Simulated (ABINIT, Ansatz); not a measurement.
**The electronic dielectric constant of InP, sorted by core time**

**What was measured.** The electronic dielectric constant of InP (F-43m) is reported as 9.61 at 300 K (a printed reference work). The runs below try to reproduce it.

The structure is cubic, space group F-43m (No. 216). Conventional cell: a = 5.861 Å, b = 5.861 Å, c = 5.861 Å, α = 90.00°, β = 90.00°, γ = 90.00°. In (site symmetry -43m) is surrounded by 4 P at 2.54 Å. P (site symmetry -43m) has 4 In at 2.54 Å as nearest neighbours.

```csv
rung,level,program and potentials,cutoff (eV),k mesh,smearing,task,core time,chip,electronic dielectric constant,miss,notes
LDA,LDA,"Ansatz, Ansatz PAW",420,8 × 8 × 8,fixed,Born charges and dielectric tensor,57 s,Intel Xeon,12.00,+24.9 %,"potentials made for PBE, which Ansatz adapts in part; 9 valence electrons an atom on average"
LDA,LDA,"ABINIT, PseudoDojo NC SR LDA v0.4.1 standard",844,"4 × 4 × 4, 4 shifts",fixed,dielectric tensor,9.1 min,Arm Neoverse V2,12.60,+31.1 %,9 valence electrons an atom on average
GGA,PBEsol,"ABINIT, PseudoDojo NC SR PBEsol v0.4.1 standard",844,"4 × 4 × 4, 4 shifts",fixed,dielectric tensor,14 min,Intel Xeon,12.03,+25.2 %,9 valence electrons an atom on average
GGA,PBE,"ABINIT, PseudoDojo NC SR PBE v0.4 stringent",1007,"4 × 4 × 4, 4 shifts",fixed,dielectric tensor,17 min,Arm Neoverse V1,11.44,+19.0 %,13 valence electrons an atom on average
GGA,PBE,"ABINIT, PseudoDojo NC SR PBE v0.4.1 standard",952,"4 × 4 × 4, 4 shifts",fixed,dielectric tensor,17 min,Arm Neoverse V1,11.47,+19.4 %,9 valence electrons an atom on average
GGA,PBEsol,"ABINIT, PseudoDojo NC SR PBEsol v0.4 stringent",1007,"4 × 4 × 4, 4 shifts",fixed,dielectric tensor,18 min,Arm Neoverse V1,12.00,+24.9 %,13 valence electrons an atom on average
```

Times are single runs on shared hosts and different chips, so they are rough; meshes, cutoffs and the tasks' sizes weigh on the time. All rows: no spin polarisation. Smearing widths are in eV. The cell comes from a database and isn't always the measured one. Meshes differ between rows, which moves values too. All levels ran on this one cell, unrelaxed unless noted. Meshes are those of the run's cell of 2 atoms unless a note names another. Ansatz refines the mesh for the field response beyond the one shown. Misses use the values as printed. Runs on faulty files, with rough fits or with known faults for this quantity aren't shown. No row holds spin-orbit coupling.

By rung: LDA 12.00 to 12.60; GGA 11.44 to 12.03. Measured: 9.61 at 300 K (a printed reference work). Closest is PBE with ABINIT, PseudoDojo NC SR PBE v0.4 stringent (+19.0 %). The runs are for a static lattice, while measurements hold temperature and zero-point motion.
